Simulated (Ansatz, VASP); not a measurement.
## BaH4 in VASP and in Ansatz

The input INCAR:

```
SYSTEM = BaH4
ALGO = Normal
EDIFF = 1E-6
EDIFFG = -0.01
ENCUT = 600
GGA = PE
IBRION = 2
ISIF = 3
ISMEAR = 0
LASPH = .True.
LCHARG = .False.
LREAL = .False.
LWAVE = .False.
NELM = 100
NSW = 100
PREC = Accurate
SIGMA = 0.02
```

KPOINTS

```
k-points
0
Gamma
  10 10 10
  0 0 0
```

Contents of POSCAR:

```
BaH4
1.0
   -2.1750550761      2.1750550761      3.3849518814
    2.1750550761     -2.1750550761      3.3849518814
    2.1750550761      2.1750550761     -3.3849518814
Ba H
1 4
Direct
    0.0000000000      0.0000000000      0.0000000000
    0.2500000000      0.7500000000      0.5000000000
    0.7500000000      0.2500000000      0.5000000000
    0.4434021304      0.4434021304      0.0000000000
    0.5565978696      0.5565978696      0.0000000000
```

Input for Ansatz:

```yaml
crystal:
  lattice:
    - [-2.1750550761, 2.1750550761, 3.3849518814]
    - [2.1750550761, -2.1750550761, 3.3849518814]
    - [2.1750550761, 2.1750550761, -3.3849518814]
  atoms:
    - { symbol: Ba, position: [0.0, 0.0, 0.0] }
    - { symbol: H, position: [0.25, 0.75, 0.5] }
    - { symbol: H, position: [0.75, 0.25, 0.5] }
    - { symbol: H, position: [0.4434021304, 0.4434021304, 0.0] }
    - { symbol: H, position: [0.5565978696, 0.5565978696, 0.0] }
basis:
  ecutwfc: 420
kpoints:
  mp_grid: { grid: [10, 10, 10] }
hamiltonian:
  xc: pbe
scf:
  occupations: { method: gaussian, width: 0.02 }
output:
  forces: true
  stress: true
  eigenvalues: true
relax:
  adjacent_minimum: "off"
  f_tol: 0.01
  max_steps: 80
  cell: { stress_tol: 0.05 }
```

Change from the starting cell: species swapped into the SrAl4 type (I4/mmm, No. 139).

Alike in both runs: task relaxation of cell and atoms; functional PBE; k mesh 10 × 10 × 10; occupations gaussian, width 0.02 eV; no spin polarisation.

```csv
,VASP,Ansatz
version,VASP 6.6.1,Ansatz 0.2.0
potentials or method,"VASP PAW PBE potentials, release 64 (Ba_sv, H)","scalar-relativistic, plane waves, PAW"
plane-wave cutoff (eV),600,420
valence electrons in the cell,14,14
```

VASP gave:

| Item | Value |
| --- | --- |
| gap on the k mesh at the Fermi level, each at its own relaxed structure (eV) | 2.24 |
| relaxed volume (Å³/atom) | 13.09 |
| relaxed cell length with the largest relative difference (Å) | 4.600 |

Question: What did Ansatz give for the same quantities?

Answer: gap on the k mesh at the Fermi level, each at its own relaxed structure (eV): 2.35; relaxed volume (Å³/atom): 12.85; relaxed cell length with the largest relative difference (Å): 4.573.

Caveats: spin-orbit coupling is left out, which moves the levels of the heavy elements. A k mesh can miss the band edges.
